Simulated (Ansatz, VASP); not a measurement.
**Two plane-wave programs on Be**

INCAR

```
SYSTEM = Be
  PREC = Accurate
  ENCUT = 520
  EDIFF = 1E-6
  ISMEAR = 0
  SIGMA = 0.15
  LREAL = .FALSE.
  LASPH = .TRUE.
  NELM = 60
  ALGO = Fast
  ISIF = 2
  LWAVE = .FALSE.
  LCHARG = .TRUE.
  GGA = PE
  LELF = .TRUE.
  LVHAR = .TRUE.
  NBANDS = 9
```

The input KPOINTS:

```
Automatic mesh
0
G
  24 24 14
  0 0 0
```

The input POSCAR:

```
Be
1.0
    2.2995019849      0.0000000000      0.0000000000
   -1.1497509925      1.9914271350      0.0000000000
    0.0000000000      0.0000000000      3.6009000000
Be
2
Direct
    0.4086561997      0.8173123994      0.2500000000
    0.6666666667      0.3333333333      0.7500000000
```

Input for Ansatz:

```yaml
crystal:
  lattice:
    - [2.2995019849, 0.0, 0.0]
    - [-1.1497509925, 1.991427135, 0.0]
    - [0.0, 0.0, 3.6009]
  atoms:
    - { symbol: Be, position: [0.4086561997, 0.8173123994, 0.25] }
    - { symbol: Be, position: [0.6666666667, 0.3333333333, 0.75] }
basis:
  ecutwfc: 420
kpoints:
  mp_grid: { grid: [24, 24, 14] }
hamiltonian:
  xc: pbe
scf:
  occupations: { method: gaussian, width: 0.15 }
output:
  forces: true
  stress: true
  eigenvalues: true
  write_density: true
  write_potential: true
  elf: true
  volumetric_format: npy
```

Alike in both runs: task single point; functional PBE; k mesh 24 × 24 × 14; occupations gaussian, width 0.15 eV; no spin polarisation.

```csv
,VASP,Ansatz
version,VASP 6.6.1,Ansatz 0.2.0
potentials or method,"VASP PAW PBE potentials, release 64 (Be)","scalar-relativistic, plane waves, PAW"
plane-wave cutoff (eV),520,420
valence electrons in the cell,4,4
```

```tsv
	VASP	Ansatz	Ansatz less VASP
gap on the k mesh at the Fermi level (eV)	none	none	-
pressure (GPa)	-2.7	-2.8	-0.12
largest component of the traceless stress (GPa)	7.79	7.75	-0.043
rms of the force components (eV/Å)	0.716	0.716	-0.0004
```

Atom by atom the forces differ by 0.000 eV/Å (rms over components). A gap of «none» marks a metal or a gap that the smearing closes. The functional is the same, so the differences come from potentials, cutoffs and numerics.

Caveats: forces of over 1 eV/Å show positions far from the minimum, so gaps and moduli don't describe the material at rest.
